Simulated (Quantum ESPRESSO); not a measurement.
# HfO2 (P2_12_12) in Quantum ESPRESSO: convergence with k mesh

Aim: find how far k mesh must go before the results for HfO2 settle, at PBE. This setting moves, with any that are tied to it; all else stays.

Everything below comes from runs of Quantum ESPRESSO 7.5. Logs are shortened: lines on timing, memory, paths and dates and some standing lists are left out, and cuts for length are marked.

## (1) The crystal as given

It takes space group P2_12_12 (No. 18, orthorhombic). The conventional cell has a = 5.080 Å, b = 5.165 Å, c = 4.891 Å, α = 90.00°, β = 90.00°, γ = 90.00°. Hf (site symmetry 1) has 7 O at 1.99 to 2.25 Å as nearest neighbours. Around O (site symmetry 1) lie 3 Hf at 1.99 to 2.25 Å. O (site symmetry 2) has 4 Hf at 2.13 to 2.15 Å as nearest neighbours. O (site symmetry 2) is surrounded by 4 Hf at 2.16 to 2.18 Å.

The cell comes from a database or a generator and needn't be the stable form of this composition.

## (2) With k mesh 1 × 1 × 1

Input file pw.in:

```
&CONTROL
  calculation = 'scf'
  prefix = 'pwscf'
  outdir = './tmp'
  pseudo_dir = './pseudo'
  tprnfor = .true.
  tstress = .true.
  disk_io = 'nowf'
/
&SYSTEM
  ibrav = 0
  nat = 12
  ntyp = 2
  ecutwfc = 84
  nbnd = 62
  occupations = 'smearing'
  smearing = 'gaussian'
  degauss = 0.00999582
/
&ELECTRONS
  conv_thr = 2.4d-09
  electron_maxstep = 120
  mixing_beta = 0.5
/
ATOMIC_SPECIES
Hf   178.4900 Hf.upf
O     15.9990 O.upf
CELL_PARAMETERS angstrom
   5.0803194000    0.0000000000    0.0000000000
   0.0000000000    5.1648674500    0.0000000000
   0.0000000000    0.0000000000    4.8908836500
ATOMIC_POSITIONS crystal
Hf     0.2225908200    0.7817995800    0.2720679400
Hf     0.7225908200    0.7182004200    0.7279320600
Hf     0.7774091800    0.2182004200    0.2720679400
Hf     0.2774091800    0.2817995800    0.7279320600
O      0.1868153200    0.1636487800    0.1045346200
O      0.6868153200    0.3363512200    0.8954653800
O      0.8131846800    0.8363512200    0.1045346200
O      0.3131846800    0.6636487800    0.8954653800
O      0.0000000000    0.5000000000    0.4890544500
O      0.5000000000    0.0000000000    0.5109455500
O      0.0000000000    0.0000000000    0.5756249900
O      0.5000000000    0.5000000000    0.4243750100
K_POINTS automatic
1 1 1 0 0 0
```

Potentials or basis: PseudoDojo 0.4.1 SR PBE standard.

Command:

```console
> OMP_NUM_THREADS=1 pw.x -in pw.in > pw.out
```

pw.out:

```text
This program is part of the open-source Quantum ESPRESSO suite
     for quantum simulation of materials; please cite
[... 9 lines left out ...]
     --------------------
     sticks:   dense  smooth     PW     G-vecs:    dense   smooth      PW
     Sum        2497    2497    621                89965    89965   11307

     Using Slab Decomposition

     bravais-lattice index     =            0
     lattice parameter (alat)  =       9.6004  a.u.
     unit-cell volume          =     866.0324 (a.u.)^3
     number of atoms/cell      =           12
     number of atomic types    =            2
     number of electrons       =        96.00
     number of Kohn-Sham states=           62
     kinetic-energy cutoff     =      84.0000  Ry
     charge density cutoff     =     336.0000  Ry
     scf convergence threshold =      2.4E-09
     mixing beta               =       0.5000
     number of iterations used =            8  plain     mixing
     Exchange-correlation= PBE
                           (   1   4   3   4   0   0   0)

     celldm(1)=   9.600412  celldm(2)=   0.000000  celldm(3)=   0.000000
     celldm(4)=   0.000000  celldm(5)=   0.000000  celldm(6)=   0.000000

     crystal axes: (cart. coord. in units of alat)
               a(1) = (   1.000000   0.000000   0.000000 )
               a(2) = (   0.000000   1.016642   0.000000 )
               a(3) = (   0.000000   0.000000   0.962712 )

     reciprocal axes: (cart. coord. in units 2 pi/alat)
               b(1) = (  1.000000  0.000000  0.000000 )
               b(2) = (  0.000000  0.983630  0.000000 )
               b(3) = (  0.000000  0.000000  1.038732 )

     PseudoPot. # 1 for Hf read from file:
     Hf.upf
     Pseudo is Norm-conserving + core correction, Zval = 12.0
     Generated using ONCVPSP code by D. R. Hamann
     Using radial grid of 1656 points,  8 beta functions with:
                l(1) =   0
                l(2) =   0
                l(3) =   1
                l(4) =   1
                l(5) =   2
                l(6) =   2
                l(7) =   3
                l(8) =   3

     PseudoPot. # 2 for O  read from file:
     O.upf
     Pseudo is Norm-conserving + core correction, Zval =  6.0
     Generated using ONCVPSP code by D. R. Hamann
     Using radial grid of  936 points,  5 beta functions with:
                l(1) =   0
                l(2) =   0
                l(3) =   1
                l(4) =   1
                l(5) =   2

     atomic species   valence    mass     pseudopotential
     Hf               12.00   178.49000     Hf( 1.00)
     O                 6.00    15.99900     O ( 1.00)

      4 Sym. Ops. (no inversion) found ( 2 have fractional translation)

   Cartesian axes

     site n.     atom                  positions (alat units)
         1        Hf     tau(   1) = (   0.2225908   0.7948105   0.2619230  )
         2        Hf     tau(   2) = (   0.7225908   0.7301529   0.7007888  )
         3        Hf     tau(   3) = (   0.7774092   0.2218318   0.2619230  )
         4        Hf     tau(   4) = (   0.2774092   0.2864894   0.7007888  )
         5        O      tau(   5) = (   0.1868153   0.1663723   0.1006367  )
         6        O      tau(   6) = (   0.6868153   0.3419489   0.8620751  )
         7        O      tau(   7) = (   0.8131847   0.8502700   0.1006367  )
         8        O      tau(   8) = (   0.3131847   0.6746934   0.8620751  )
         9        O      tau(   9) = (   0.0000000   0.5083211   0.4708185  )
        10        O      tau(  10) = (   0.5000000   0.0000000   0.4918933  )
        11        O      tau(  11) = (   0.0000000   0.0000000   0.5541610  )
        12        O      tau(  12) = (   0.5000000   0.5083211   0.4085508  )

     number of k points=     1  Gaussian smearing, width (Ry)=  0.0100
                       cart. coord. in units 2pi/alat
        k(    1) = (   0.0000000   0.0000000   0.0000000), wk =   2.0000000

     Dense  grid:    89965 G-vectors     FFT dimensions: (  60,  60,  54)

     Initial potential from superposition of free atoms

     starting charge      95.9926, renormalised to      96.0000
     Starting wfcs are   72 randomized atomic wfcs

     Self-consistent Calculation

     iteration #  1     ecut=    84.00 Ry     beta= 0.50
     Davidson diagonalization with overlap
     ethr =  1.00E-02,  avg # of iterations =  2.0

     total energy              =    -715.97137317 Ry
     estimated scf accuracy    <       4.28362271 Ry

     iteration #  2     ecut=    84.00 Ry     beta= 0.50
     Davidson diagonalization with overlap
     ethr =  4.46E-03,  avg # of iterations =  3.0

     total energy              =    -717.26003298 Ry
     estimated scf accuracy    <       1.07357679 Ry

     iteration #  3     ecut=    84.00 Ry     beta= 0.50
     Davidson diagonalization with overlap
     ethr =  1.12E-03,  avg # of iterations =  2.0

     total energy              =    -717.45111882 Ry
     estimated scf accuracy    <       0.05412130 Ry

     iteration #  4     ecut=    84.00 Ry     beta= 0.50
     Davidson diagonalization with overlap
     ethr =  5.64E-05,  avg # of iterations =  4.0

     total energy              =    -717.46475477 Ry
     estimated scf accuracy    <       0.01292516 Ry

     iteration #  5     ecut=    84.00 Ry     beta= 0.50
     Davidson diagonalization with overlap
     ethr =  1.35E-05,  avg # of iterations = 17.0
[... 22 lines left out ...]
     total energy              =    -717.46540037 Ry
     estimated scf accuracy    <       0.00000693 Ry

     iteration #  9     ecut=    84.00 Ry     beta= 0.50
     Davidson diagonalization with overlap
     ethr =  7.22E-09,  avg # of iterations =  2.0

     total energy              =    -717.46540206 Ry
     estimated scf accuracy    <       0.00000033 Ry

     iteration # 10     ecut=    84.00 Ry     beta= 0.50
     Davidson diagonalization with overlap
     ethr =  3.49E-10,  avg # of iterations =  4.0

     total energy              =    -717.46540211 Ry
     estimated scf accuracy    <       0.00000015 Ry

     iteration # 11     ecut=    84.00 Ry     beta= 0.50
     Davidson diagonalization with overlap
     ethr =  1.54E-10,  avg # of iterations =  2.0

     End of self-consistent calculation

          k = 0.0000 0.0000 0.0000 ( 11307 PWs)   bands (ev):

   -48.3347 -48.3100 -48.3085 -48.3075 -17.4136 -17.3921 -17.3744 -17.1207
   -17.1084 -17.0563 -17.0429 -17.0052 -16.9922 -16.9269 -16.8206 -16.8149
    -6.1780  -4.7461  -4.4986  -4.4591  -3.8346  -3.8149  -3.5561  -3.4248
     6.6621   6.8739   7.0494   7.7198   7.7554   8.2184   8.3562   8.6035
     9.0333   9.4437   9.4564   9.6452   9.9485  10.1073  10.1257  10.5004
    10.6284  10.6460  11.0025  11.0636  11.2044  12.0064  12.1001  12.1019
    16.3915  16.9638  17.3418  17.7815  17.8693  18.2231  18.4011  19.1261
    19.2769  19.3474  19.4872  19.6991  20.1482  20.2594

     the Fermi energy is    14.9337 ev

!    total energy              =    -717.46540214 Ry
     estimated scf accuracy    <          1.9E-09 Ry
     smearing contrib. (-TS)   =      -0.00000000 Ry
     internal energy E=F+TS    =    -717.46540214 Ry

     The total energy is F=E-TS. E is the sum of the following terms:
     one-electron contribution =    -100.74935071 Ry
     hartree contribution      =     110.14954522 Ry
     xc contribution           =    -182.12267381 Ry
     ewald contribution        =    -544.74292284 Ry

     convergence has been achieved in  11 iterations

     Forces acting on atoms (cartesian axes, Ry/au):

     atom    1 type  1   force =    -0.00568903   -0.00107188    0.01803100
     atom    2 type  1   force =    -0.00568903    0.00107188   -0.01803100
     atom    3 type  1   force =     0.00568903    0.00107188    0.01803100
     atom    4 type  1   force =     0.00568903   -0.00107188   -0.01803100
     atom    5 type  2   force =    -0.01084235   -0.01545456   -0.00098866
     atom    6 type  2   force =    -0.01084235    0.01545456    0.00098866
     atom    7 type  2   force =     0.01084235    0.01545456   -0.00098866
     atom    8 type  2   force =     0.01084235   -0.01545456    0.00098866
     atom    9 type  2   force =     0.00000000    0.00000000    0.00279217
     atom   10 type  2   force =     0.00000000    0.00000000   -0.00279217
     atom   11 type  2   force =     0.00000000    0.00000000    0.02226738
     atom   12 type  2   force =     0.00000000    0.00000000   -0.02226738

     Total force =     0.062220     Total SCF correction =     0.000059

     Computing stress (Cartesian axis) and pressure

          total   stress  (Ry/bohr**3)                   (kbar)     P=      113.95
   0.00089087   0.00000000   0.00000000          131.05        0.00        0.00
   0.00000000   0.00094730   0.00000000            0.00      139.35        0.00
   0.00000000   0.00000000   0.00048560            0.00        0.00       71.43

=------------------------------------------------------------------------------=
   JOB DONE.
=------------------------------------------------------------------------------=
```

Wall time 20 s (1 thread of Arm Neoverse V1, shared host); peak memory 0.22 GiB.

What came out:

```yaml
Free_energy: -9761.6141 eV
Pressure: 11.4 GPa
Largest_force: 0.573 eV/Å
Band_gap_on_the_k_mesh: 4.29 eV, direct
```

## (3) With k mesh 2 × 2 × 2

pw.in: that of step 2 with these lines changed.

```diff
@@ -45,2 +45,2 @@
 K_POINTS automatic
-1 1 1 0 0 0
+2 2 2 0 0 0
```

Potentials or basis: PseudoDojo 0.4.1 SR PBE standard.

Command:

```console
> OMP_NUM_THREADS=1 pw.x -in pw.in > pw.out
```

Wall time 2.4 min (1 thread of Arm Neoverse V1, shared host); peak memory 0.31 GiB.

Results:

* Free energy: -9763.9325 eV
* Pressure: 7.3 GPa
* Largest force: 0.130 eV/Å
* Band gap on the k mesh: 3.87 eV, direct

## (4) With k mesh 3 × 3 × 3

pw.in: that of step 3 with these lines changed.

```diff
@@ -45,2 +45,2 @@
 K_POINTS automatic
-2 2 2 0 0 0
+3 3 3 0 0 0
```

Command:

```console
> OMP_NUM_THREADS=1 pw.x -in pw.in > pw.out
```

Wall time 2.4 min (1 thread of Arm Neoverse V1, shared host); peak memory 0.31 GiB.

Results (log left out):

| Quantity | Value |
| --- | --- |
| Free energy | -9763.9999 eV |
| Pressure | 7.2 GPa |
| Largest force | 0.112 eV/Å |
| Band gap on the k mesh | 4.09 eV, direct |

## (5) With k mesh 4 × 4 × 4

pw.in: that of step 4 with these lines changed.

```diff
@@ -45,2 +45,2 @@
 K_POINTS automatic
-3 3 3 0 0 0
+4 4 4 0 0 0
```

Command:

```console
> OMP_NUM_THREADS=1 pw.x -in pw.in > pw.out
```

Run time: 7.9 min. Hardware: 1 thread of Arm Neoverse V1, shared host; peak memory 0.51 GiB.

Results (log left out):

```
Free energy            : -9764.0020 eV
Pressure               : 7.2 GPa
Largest force          : 0.113 eV/Å
Band gap on the k mesh : 3.88 eV, direct
```

## (6) Summary

```csv
k mesh,"energy less the tightest run, at zero smearing (meV/atom)",pressure (GPa),largest force (eV/Å),gap on the mesh (eV),SCF cycles,CPU time (s),peak memory (GiB)
1 × 1 × 1,198.99,11.39,0.573,4.290,11,20,0.22
2 × 2 × 2,5.79,7.31,0.130,3.870,11,140,0.31
3 × 3 × 3,0.17,7.20,0.112,4.092,11,140,0.31
4 × 4 × 4,0.00,7.20,0.113,3.878,11,470,0.51
```

Against the tightest run, the energy stays within 1 meV/atom from 3 × 3 × 3 on; the pressure stays within 0.1 GPa from 3 × 3 × 3 on; the largest force stays within 0.005 eV/Å from 3 × 3 × 3 on. Not settled before the last step: the gap on the mesh (to 0.01 eV). Meshes of other sizes hit other points, so gaps and Fermi surfaces needn't settle smoothly. The tightest run that finished is the yardstick and may itself not be fully converged.

Caveats: spin-orbit coupling is left out, which moves the levels of the heavy elements.
